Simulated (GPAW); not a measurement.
YN in GPAW: convergence with plane-wave cutoff (eV)

Crystal: YN.

```
CELL_PARAMETERS angstrom
0.00000 2.43850 2.43850
2.43850 0.00000 2.43850
2.43850 2.43850 0.00000
ATOMIC_POSITIONS crystal
Y 0.00000 0.00000 0.00000
N 0.50000 0.50000 0.50000
```

```yaml
Program: GPAW 26.7.0
Task: convergence study
Functional: PBEsol
Potentials_or_basis: PAW data sets generated in the run's folder for this functional
Cutoff: 300 eV
Basis: pw
k_mesh: 9 × 9 × 9
Occupations: fermi-dirac, width 0.05 eV
Spin: no spin polarisation
```

These are the settings of the first run; the series varies plane-wave cutoff (eV), with any setting tied to it.

Hardware: 1 thread of Arm Neoverse V1 (shared host).

The values tried are 300, 350, 400, 500, 600, 700, 800, 1000, 1200, loosest first. From which on does the pressure stay within 0.1 GPa of the tightest run that finished?

From 1000 on.

| plane-wave cutoff (eV) | energy less the tightest run, at zero smearing (meV/atom) | pressure (GPa) | gap on the mesh (eV) | SCF cycles | CPU time (s) | peak memory (GiB) |
| --- | --- | --- | --- | --- | --- | --- |
| 300 | 2632.31 | -54.66 | 0.000 | 10 | 9.7 | 0.13 |
| 350 | 1582.71 | -42.25 | 0.000 | 10 | 11 | 0.13 |
| 400 | 933.86 | -31.29 | 0.133 | 10 | 11 | 0.13 |
| 500 | 299.87 | -15.57 | 0.144 | 10 | 16 | 0.14 |
| 600 | 87.87 | -7.66 | 0.165 | 10 | 16 | 0.15 |
| 700 | 22.58 | -4.35 | 0.175 | 10 | 27 | 0.16 |
| 800 | 5.69 | -3.22 | 0.175 | 10 | 27 | 0.17 |
| 1000 | 0.72 | -2.80 | 0.175 | 10 | 38 | 0.19 |
| 1200 | 0.00 | -2.79 | 0.175 | 10 | 44 | 0.2 |

Against the tightest run, the energy stays within 1 meV/atom from 1000 on; the gap on the mesh stays within 0.01 eV from 600 on. The tightest run that finished is the yardstick and may itself not be fully converged.

Caveat, for the tightest run too: an odd mesh through Γ misses points on the zone boundary, where band edges often lie.
